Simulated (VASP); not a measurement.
# Nb in VASP: further runs

One slab, Nb, is run at these levels: PBEsol; tasks: band structure.

Program: VASP 6.6.1. These are calculated values, not measurements. Logs are shortened: lines on timing, memory, paths and dates and some standing lists are left out, and cuts for length are marked.

## 1. The slab as given

The cell holds a slab with vacuum, 5 atoms: a = 2.882 Å, b = 2.882 Å, c = 24.413 Å, α = 90.00°, β = 90.00°, γ = 109.47°.

The slab is cut from a database's or a generator's crystal, which needn't be the stable form of the element.

## 2. Band structure, PBEsol

INCAR

```
PREC = Accurate
ENCUT = 520
EDIFF = 1E-6
ISMEAR = -1
SIGMA = 0.05
LREAL = False
LASPH = True
NELM = 80
ALGO = Normal
ISIF = 2
LWAVE = False
LCHARG = False
LMAXMIX = 4
LDIPOL = True
IDIPOL = 3
DIPOL = 0.5 0.5 0.500
GGA = PS
```

KPOINTS

```
Automatic mesh
0
Gamma
  7 7 1
```

POSCAR

```
Nb
1.0
    2.8820459413      0.0000000000      0.0000000000
   -0.9606819804      2.7172189717      0.0000000000
    0.0000000000      0.0000000000     24.4127226284
Nb
5
Direct
    0.5000000000      0.5000000000      0.3072168604
    0.0000000000      0.0000000000      0.4036084302
    0.5000000000      0.5000000000      0.5000000000
    0.0000000000      0.0000000000      0.5963915698
    0.5000000000      0.5000000000      0.6927831396
```

KPOINTS_OPT

```
path GXSRAZGYX1A1TY,ZT
15
line-mode
reciprocal
 0.0000000000  0.0000000000  0.0000000000  G
 0.3750000000  0.3750000000  0.0000000000  X

 0.3750000000  0.3750000000  0.0000000000  X
 0.0000000000  0.5000000000  0.0000000000  S

 0.0000000000  0.5000000000  0.0000000000  S
 0.0000000000  0.5000000000  0.5000000000  R

 0.0000000000  0.5000000000  0.5000000000  R
 0.3750000000  0.3750000000  0.5000000000  A

 0.3750000000  0.3750000000  0.5000000000  A
 0.0000000000  0.0000000000  0.5000000000  Z

 0.0000000000  0.0000000000  0.5000000000  Z
 0.0000000000  0.0000000000  0.0000000000  G

 0.0000000000  0.0000000000  0.0000000000  G
-0.5000000000  0.5000000000  0.0000000000  Y

-0.5000000000  0.5000000000  0.0000000000  Y
-0.3750000000  0.6250000000  0.0000000000  X1

-0.3750000000  0.6250000000  0.0000000000  X1
-0.3750000000  0.6250000000  0.5000000000  A1

-0.3750000000  0.6250000000  0.5000000000  A1
-0.5000000000  0.5000000000  0.5000000000  T

-0.5000000000  0.5000000000  0.5000000000  T
-0.5000000000  0.5000000000  0.0000000000  Y

 0.0000000000  0.0000000000  0.5000000000  Z
-0.5000000000  0.5000000000  0.5000000000  T
```

Potentials or basis: VASP PAW PBE potentials, release 64 (Nb_sv).

Launch:

```console
$ cat potpaw_PBE.64/Nb_sv/POTCAR > POTCAR
$ mpirun -np 1 vasp_std > vasp.out
```

OUTCAR:

```text
PREC = Accurate
   ENCUT = 520
   EDIFF = 1E-6
   ISMEAR = -1
   LREAL = False
   LASPH = True
   NELM = 80
   ISIF = 2
   GGA = PS

 ion  position               nearest neighbor table
   1  0.500  0.500  0.307-   2 2.88   2 2.88
   2  0.000  0.000  0.404-   3 2.88   3 2.88   1 2.88   1 2.88
   3  0.500  0.500  0.500-   2 2.88   4 2.88   2 2.88   4 2.88
   4  0.000  0.000  0.596-   3 2.88   3 2.88   5 2.88   5 2.88
   5  0.500  0.500  0.693-   4 2.88   4 2.88

  LATTYP: Found a base centered orthorhombic cell.
 ALAT       =     3.3279000001
 B/A-ratio  =     1.4142135624
 C/A-ratio  =     7.3357741002

  Lattice vectors:

 A1 = (   2.8820459413,   0.0000000000,   0.0000000000)
 A2 = (  -0.9606819804,   2.7172189717,   0.0000000000)
 A3 = (   0.0000000000,   0.0000000000,  24.4127226284)

Analysis of symmetry for initial positions (statically):
=====================================================================
 Subroutine PRICEL returns:
 Original cell was already a primitive cell.

 Routine SETGRP: Setting up the symmetry group for a
 base centered orthorhombic supercell.

 Subroutine GETGRP returns: Found  8 space group operations
 (whereof  8 operations were pure point group operations)
 out of a pool of  8 trial point group operations.

The static configuration has the point symmetry D_2h.

Analysis of symmetry for dynamics (positions and initial velocities):
=====================================================================
 Subroutine PRICEL returns:
 Original cell was already a primitive cell.

 Routine SETGRP: Setting up the symmetry group for a
 base centered orthorhombic supercell.

 Subroutine GETGRP returns: Found  8 space group operations
 (whereof  8 operations were pure point group operations)
 out of a pool of  8 trial point group operations.

The dynamic configuration has the point symmetry D_2h.

 Subroutine INISYM returns: Found  8 space group operations
 (whereof  8 operations are pure point group operations),
 and found     1 'primitive' translations

----------------------------------------------------------------------------------------

                                     Primitive cell

  volume of cell :     191.1797

  direct lattice vectors                    reciprocal lattice vectors
     2.882045941  0.000000000  0.000000000     0.346975732  0.122674446  0.000000000
    -0.960681980  2.717218972  0.000000000     0.000000000  0.368023339  0.000000000
     0.000000000  0.000000000 24.412722628     0.000000000  0.000000000  0.040962248

  length of vectors
     2.882045941  2.882045941 24.412722628     0.368023339  0.368023339  0.040962248

  position of ions in fractional coordinates (direct lattice)
     0.500000000  0.500000000  0.307216860
     0.000000000  0.000000000  0.403608430
     0.500000000  0.500000000  0.500000000
     0.000000000  0.000000000  0.596391570
     0.500000000  0.500000000  0.692783140

  ion indices of the primitive-cell ions
   primitive index   ion index
                 1           1
                 2           2
                 3           3
                 4           4
                 5           5

----------------------------------------------------------------------------------------

 KPOINTS: Automatic mesh

Automatic generation of k-mesh.
 Grid dimensions read from file:
 generate k-points for:    7    7    1

 Generating k-lattice:

  Cartesian coordinates                     Fractional coordinates (reciprocal lattice)
     0.049567962  0.017524921  0.000000000     0.142857143  0.000000000  0.000000000
     0.000000000  0.052574763  0.000000000     0.000000000  0.142857143  0.000000000
     0.000000000  0.000000000  0.040962248     0.000000000  0.000000000  1.000000000

  Length of vectors
     0.052574763  0.052574763  0.040962248

  Shift w.r.t. Gamma in fractional coordinates (k-lattice)
     0.000000000  0.000000000  0.000000000

 Subroutine IBZKPT returns following result:
 ===========================================

 Found     16 irreducible k-points:

 Following reciprocal coordinates:
            Coordinates               Weight
  0.000000  0.000000  0.000000      1.000000
  0.142857  0.000000  0.000000      4.000000
  0.285714  0.000000  0.000000      4.000000
  0.428571  0.000000  0.000000      4.000000
  0.142857  0.142857  0.000000      2.000000
  0.285714  0.142857  0.000000      4.000000
[... 8 lines left out ...]
  0.428571  0.428571  0.000000      2.000000
 -0.428571  0.428571  0.000000      2.000000
   k-points           NKPTS =     16   k-points in BZ     NKDIM =     16   number of bands    NBANDS=     39
   number of dos      NEDOS =    301   number of ions     NIONS =      5
   total plane-waves  NPLWV = 110592
   dimension x,y,z NGX =    24 NGY =   24 NGZ =  192
   dimension x,y,z NGXF=    48 NGYF=   48 NGZF=  384
   ions per type =               5
   NGX,Y,Z   is equivalent  to a cutoff of  13.84, 13.84, 13.07 a.u.
   NGXF,Y,Z  is equivalent  to a cutoff of  27.69, 27.69, 26.15 a.u.
 SYSTEM =  unknown system
   PREC   = accura    normal or accurate (medium, high low for compatibility)
   ISTART =      0    job   : 0-new  1-cont  2-samecut
   ICHARG =      2    charge: 1-file 2-atom 10-const
   ISPIN  =      1    spin polarized calculation?
   LNONCOLLINEAR =      F non collinear calculations
   LSORBIT =      F    spin-orbit coupling
   LASPH  =      T    aspherical Exc in radial PAW
   ENCUT  =  520.0 eV  38.22 Ry    6.18 a.u.   5.36  5.36 45.39*2*pi/ulx,y,z
   NELM   =     80;   NELMIN=  2; NELMDL= -5     # of ELM steps
   EDIFF  = 0.1E-05   stopping-criterion for ELM
   LREAL  =      F    real-space projection
   EDIFFG = 0.1E-04   stopping-criterion for IOM
   NSW    =      0    number of steps for IOM
   IBRION =     -1    ionic relax: 0-MD 1-quasi-New 2-CG
   NFREE  =      0    steps in history (QN), initial steepest desc. (CG)
   ISIF   =      2    stress and relaxation
   ISYM   =      2    0-nonsym 1-usesym 2-fastsym
   POTIM  = 0.5000    time-step for ionic-motion
   TEBEG  =    0.0;   TEEND  =   0.0 temperature during run
   PSTRESS=    0.0 pullay stress
   NELECT =      65.0000    total number of electrons
   NUPDOWN=      -1.0000    fix difference up-down
   EMIN   =  10.00;   EMAX   =-10.00  energy-range for DOS
   EFERMI =   0.00;   METHOD = LEGACY
   ISMEAR =    -1;   SIGMA  =   0.05  broadening in eV -4-tet -1-fermi 0-gaus
   EFERMI_NEDOS =   21; number of points for ismear=-14 and -15
   IALGO  =     38    algorithm
   IMIX   =      4    mixing-type and parameters
     AMIX     =   0.40;   BMIX     =  1.00
     AMIX_MAG =   1.60;   BMIX_MAG =  1.00
  volume/ion in A,a.u.               =      38.24       258.03
  Fermi-wavevector in a.u.,A,eV,Ry     =   1.142612  2.159223 17.763245  1.305562
  Thomas-Fermi vector in A             =   2.279309
   LORBIT       =      0    0 simple, 1 ext, 2 COOP (PROOUT), +10 PAW based schemes
   GGA     = PS    functional components
   LHFCALC =     F    Hartree Fock is set to
   AEXX    =    0.0000 exact exchange contribution
   IVDW    =     0    specifies the selected vdW correction
   LEPSILON=     F    determine dielectric tensor
   LRPA    =     F    only Hartree local field effects (RPA)
 non-spin polarized calculation
  energy-cutoff  :      520.00
  volume of cell :      191.18
 maximum number of plane-waves:      5213
 NGX is ok and might be reduce to    24
   NGX = 11   NGY = 11   NGZ = 91

 dipolmoment           0.000000      0.000000      0.000000 electrons x Angstroem

 number of electron      64.9999995 magnetization

 dipolmoment           0.000000      0.000000     -0.000000 electrons x Angstroem

 Free energy of the ion-electron system (eV)
  ---------------------------------------------------
  ext. energy  EPLUGINS =         0.00000000
  ---------------------------------------------------
  free energy    TOTEN  =       -52.25247402 eV

  energy without entropy =      -52.17770025  energy(sigma->0) =      -52.21508714

 E-fermi :   2.9296     XC(G=0):  -6.8971

 val. band max:        2.9121758485   @ k =  -0.4286   0.1429   0.0000
 cond. band min:       2.9583310917   @ k =  -0.1429   0.1429   0.0000
 fundamental gap:      0.0461552431
 Fermi energy:         2.9295649882

 k-point     1 :       0.0000    0.0000    0.0000
  band No.  band energies     occupation
      1     -51.6248      2.00000
      2     -51.6244      2.00000
      3     -51.3345      2.00000
      4     -51.2819      2.00000
      5     -51.1650      2.00000
      6     -28.0520      2.00000
[... 31 lines left out ...]
     38       4.6322      0.00000
     39       5.5400      0.00000

 k-point     2 :       0.1429    0.0000    0.0000
  band No.  band energies     occupation
      1     -51.6023      2.00000
      2     -51.6020      2.00000
      3     -51.3079      2.00000
      4     -51.2625      2.00000
      5     -51.1514      2.00000
      6     -27.9926      2.00000
[... 31 lines left out ...]
     38       4.7575      0.00000
     39       5.3298      0.00000

 k-point     3 :       0.2857    0.0000    0.0000
  band No.  band energies     occupation
      1     -51.5511      2.00000
      2     -51.5511      2.00000
      3     -51.2447      2.00000
      4     -51.2185      2.00000
      5     -51.1236      2.00000
      6     -27.9054      2.00000
[... 31 lines left out ...]
     38       5.3801      0.00000
     39       5.7261      0.00000

 k-point     4 :       0.4286    0.0000    0.0000
  band No.  band energies     occupation
      1     -51.5097      2.00000
      2     -51.5097      2.00000
      3     -51.1874      2.00000
      4     -51.1831      2.00000
      5     -51.1070      2.00000
      6     -28.0961      2.00000
[... 31 lines left out ...]
     38       5.8307      0.00000
     39       5.9982      0.00000
[... 418 lines left out ...]
     38       4.5406      0.00000
     39       4.9502      0.00000

 k-point    15 :       0.4286    0.4286    0.0000
  band No.  band energies     occupation
      1     -51.4353      2.00000
      2     -51.4352      2.00000
      3     -51.1271      2.00000
      4     -51.1019      2.00000
      5     -51.0076      2.00000
      6     -28.0806      2.00000
[... 31 lines left out ...]
     38       5.8908      0.00000
     39       5.9208      0.00000

 k-point    16 :      -0.4286    0.4286    0.0000
  band No.  band energies     occupation
      1     -51.4399      2.00000
      2     -51.4397      2.00000
      3     -51.1361      2.00000
      4     -51.1041      2.00000
      5     -51.0040      2.00000
      6     -28.0848      2.00000
[... 31 lines left out ...]
     38       5.6501      0.00000
     39       5.7626      0.00000

------------------------ aborting loop because EDIFF is reached ----------------------------------------

 vacuum level on the upper side and lower side of the slab       (xc-potential included)        -0.201        -0.201

  FORCE on cell =-STRESS in cart. coord.  units (eV):
  Direction    XX          YY          ZZ          XY          YZ          ZX
  --------------------------------------------------------------------------------------
  -------------------------------------------------------------------------------------
  Total       -9.0355877     -8.2979003     -6.2565678      1.0432476      0.0000000      0.0000000
  in kB      -75.7225506    -69.5403767    -52.4330332      8.7429142      0.0000000      0.0000000
  external PRESSURE =     -65.8986535 kB  Pullay stress =       0.0000000 kB

 VOLUME and BASIS-vectors are now :
 -----------------------------------------------------------------------------
  energy-cutoff  :      520.00
  volume of cell :      191.18
      direct lattice vectors                 reciprocal lattice vectors
     2.882045941  0.000000000  0.000000000     0.346975732  0.122674446  0.000000000
    -0.960681980  2.717218972  0.000000000     0.000000000  0.368023339  0.000000000
     0.000000000  0.000000000 24.412722628     0.000000000  0.000000000  0.040962248

 POSITION                                       TOTAL-FORCE (eV/Angst)
 -----------------------------------------------------------------------------------
      0.96068      1.35861      7.50000        -0.000000      0.000000      0.847390
      0.00000      0.00000      9.85318         0.000000      0.000000     -0.379749
      0.96068      1.35861     12.20636        -0.000000      0.000000      0.000000
      0.00000      0.00000     14.55954         0.000000      0.000000      0.379749
      0.96068      1.35861     16.91272         0.000000      0.000000     -0.847390
 -----------------------------------------------------------------------------------
    total drift:                                0.000000      0.000000     -0.000000

  FREE ENERGIE OF THE ION-ELECTRON SYSTEM (eV)
  ---------------------------------------------------
  free  energy   TOTEN  =       -52.2524740223 eV

  energy  without entropy=      -52.1777002485  energy(sigma->0) =      -52.21508714

 vacuum level on the upper side and lower side of the slab         7.397         7.397
```

Run time: 9.9 min. Hardware: 1 thread of Intel Xeon 6975P-C (Granite Rapids), shared host; peak memory 0.38 GiB.

Results:

```yaml
Free_energy: -52.2525 eV
Largest_force: 0.847 eV/Å
Band_gap_along_the_path: none (metal or under the smearing width)
```

Forces in eV/Å, atoms in the order of the input:
```
Nb   0.000  0.000  0.847
Nb   0.000  0.000 -0.380
Nb   0.000  0.000  0.000
Nb   0.000  0.000  0.380
Nb   0.000  0.000 -0.847
```

Levels at the corners of the path, in eV from the Fermi level:
```csv
point,band 28,band 29,band 30,band 31,band 32,band 33,band 34,band 35
Γ,-0.81,-0.42,-0.29,-0.29,0.14,0.21,0.31,0.64
X,-1.42,-1.34,-1.32,-0.58,-0.25,0.37,1.06,1.21
X,-1.42,-1.34,-1.32,-0.58,-0.25,0.37,1.06,1.21
S,-1.42,-1.41,-1.36,-0.10,0.29,0.91,1.44,2.16
S,-1.42,-1.41,-1.36,-0.10,0.29,0.91,1.44,2.16
R,-1.42,-1.41,-1.36,-0.10,0.29,0.91,1.44,2.16
R,-1.42,-1.41,-1.36,-0.10,0.29,0.91,1.44,2.16
A,-1.42,-1.34,-1.32,-0.58,-0.25,0.37,1.06,1.21
A,-1.42,-1.34,-1.32,-0.58,-0.25,0.37,1.06,1.21
Z,-0.81,-0.42,-0.29,-0.29,0.14,0.21,0.31,0.64
Z,-0.81,-0.42,-0.29,-0.29,0.14,0.21,0.31,0.64
Γ,-0.81,-0.42,-0.29,-0.29,0.14,0.21,0.31,0.64
Γ,-0.81,-0.42,-0.29,-0.29,0.14,0.21,0.31,0.64
Y,-1.57,-1.30,-0.47,-0.07,0.90,1.75,1.78,1.86
Y,-1.57,-1.30,-0.47,-0.07,0.90,1.75,1.78,1.86
X1,-1.42,-1.34,-1.32,-0.58,-0.25,0.37,1.06,1.21
X1,-1.42,-1.34,-1.32,-0.58,-0.25,0.37,1.06,1.21
A1,-1.42,-1.34,-1.32,-0.58,-0.25,0.37,1.06,1.21
A1,-1.42,-1.34,-1.32,-0.58,-0.25,0.37,1.06,1.21
T,-1.57,-1.30,-0.47,-0.07,0.90,1.75,1.78,1.86
T,-1.57,-1.30,-0.47,-0.07,0.90,1.75,1.78,1.86
Y,-1.57,-1.30,-0.47,-0.07,0.90,1.75,1.78,1.86
Z,-0.81,-0.42,-0.29,-0.29,0.14,0.21,0.31,0.64
T,-1.57,-1.30,-0.47,-0.07,0.90,1.75,1.78,1.86
```

Caveat: the PAW data sets were made with another functional, which shifts forces and pressure a little.

## 3. Band structure, PBEsol, spin-orbit coupling, no magnetisation

Changes to INCAR since step 2:

```diff
@@ -12,2 +12,6 @@
 LCHARG = False
+MAGMOM = 0 0 0 0 0 0 0 0 0 0 0 0 0 0 0
+LORBIT = 11
+LSORBIT = True
+GGA_COMPAT = False
 LMAXMIX = 4
```

KPOINTS is that of step 2.

POSCAR is that of step 2.

KPOINTS_OPT is that of step 2.

Potentials or basis: VASP PAW PBE potentials, release 64 (Nb_sv).

Launch:

```console
$ cat potpaw_PBE.64/Nb_sv/POTCAR > POTCAR
$ mpirun -np 1 vasp_ncl > vasp.out
```

Wall time 61 min (1 thread of Intel Xeon 6975P-C (Granite Rapids), shared host); peak memory 0.94 GiB.

The run converged. Its results:

```
Free energy                                           : -52.6939 eV
Largest force                                         : 0.847 eV/Å
Valence electrons inside the program's atomic spheres : Nb 10.65, 10.66, 10.67
```

Forces on the atoms (eV/Å):
```
Nb   0.000  0.000  0.847
Nb   0.000  0.000 -0.381
Nb   0.000  0.000  0.000
Nb   0.000  0.000  0.381
Nb   0.000  0.000 -0.847
```

Caveat: the PAW data sets were made with another functional, which shifts forces and pressure a little.
